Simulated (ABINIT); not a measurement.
Input of an ABINIT 10.8.3 (patched build) run:

The input run.abi:

```
# Pseudopotentials
pp_dirpath "./"
pseudos "07_N_5_1.2_1.4_pbe_n_v1.0.psp8, 05_B_3_1.5_1.7_pbe_n_v1.0.psp8"

# Structure
acell 3*1.0 Angstrom
rprim
     0.0000000000     1.8130010000     1.8130010000
     1.8130010000     0.0000000000     1.8130010000
     1.8130010000     1.8130010000     0.0000000000
ntypat 2
znucl 7 5
natom 2
typat 1 2
xred
     0.2500000000     0.2500000000     0.2500000000
     0.0000000000     0.0000000000     0.0000000000

# Plane-wave basis
ecut 35.0

# k points
kptopt 1
ngkpt 8 8 8
nshiftk 1
shiftk 0.0 0.0 0.0

# Exchange and correlation
ixc 41
hyb_mixing 0.2196
fockdownsampling 2 2 2

# Bands and occupations
nband 8
occopt 3
tsmear 0.05 eV

# SCF cycle
nstep 60
toldfe 1.0e-7

# Output
iomode 3
prtwf 0
prteig 0
prtebands 0
enunit 1
prtden 1
prtvha 1
prtvclmb 1
prtpot 1
prtelf 1
```

Potentials or basis: SPMS NC PBE v1.0.

Launch:

```sh
$ mpirun --bind-to none -np 4 abinit run.abi > log 2>&1
```

(1) Predict the band gap on the k mesh.

Answers

(1) 6.38 eV, indirect (least direct gap 11.05 eV).

**Experimental background.**

From a printed reference work, monograph, for a bulk crystal of BN at 300 K: band gap 6.4 eV (indirect).

Against the measured gap of BN, 6.4 eV (indirect; 300 K; a printed reference work, monograph), the calculated 6.38 eV is off by -0.02 eV. The value is that of PBE-EpsX on a finite k mesh, which can miss the band edges, without temperature or zero-point motion. The cell is a database's relaxed one, not the measured one, which moves gaps too.
